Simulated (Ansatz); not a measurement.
**Property card for BN**

Theory: DFT PBE+D3(BJ), scalar-relativistic, plane waves, PAW in Ansatz.

Settings: cutoff 420 eV, Γ-centred mesh 12×12×12 on the computed 2-atom cell, Gaussian smearing of 0.02 eV; no spin polarisation.

The structure is relaxed at this level of theory with its symmetry kept. This form isn't the usual stable structure of the compound.

```
B N
1.0
     1.25306    0.72345    3.29488
    -1.25306    0.72345    3.29488
     0.00000   -1.44691    3.29488
B N
1 1
Direct
  0.99970 0.99970 0.99970
  0.33274 0.33274 0.33274
```

**Question.** Kohn–Sham band gap?

**Answer.** 4.16 eV, indirect from (0.000, 0.310, -0.310) to F.

**Question.** Löwdin character of the top 1 eV of the valence band?

**Answer.** N 2p 88 %, B 2p 11 %.

**Question.** Löwdin character of the lowest 1 eV of the conduction band?

**Answer.** B 2p 85 %, N 2p 11 %.

**Question.** Electron masses at the edge by Cartesian direction of the computed cell, whose vectors are (1.253, 0.723, 3.295), (-1.253, 0.723, 3.295), (0.000, -1.447, 3.295) Å (m_e; degenerate bands sorted by energy; no spin-orbit coupling)?

**Answer.** x: 0.31; y: 0.75; z: 0.85.

**Question.** Hole masses at the edge by Cartesian direction of the computed cell, whose vectors are (1.253, 0.723, 3.295), (-1.253, 0.723, 3.295), (0.000, -1.447, 3.295) Å (m_e; degenerate bands sorted by energy; no spin-orbit coupling)?

**Answer.** x: 0.67; y: 0.64; z: 4.5.

**Question.** Electronic dielectric constant xx, yy, zz of the computed cell, whose vectors are (1.253, 0.723, 3.295), (-1.253, 0.723, 3.295), (0.000, -1.447, 3.295) Å (independent particles)?

**Answer.** 4.9, 4.9, 3.0.

**Question.** Bader charges (e)?

**Answer.** B (1 in the cell) 2.22, N (1 in the cell) -2.22.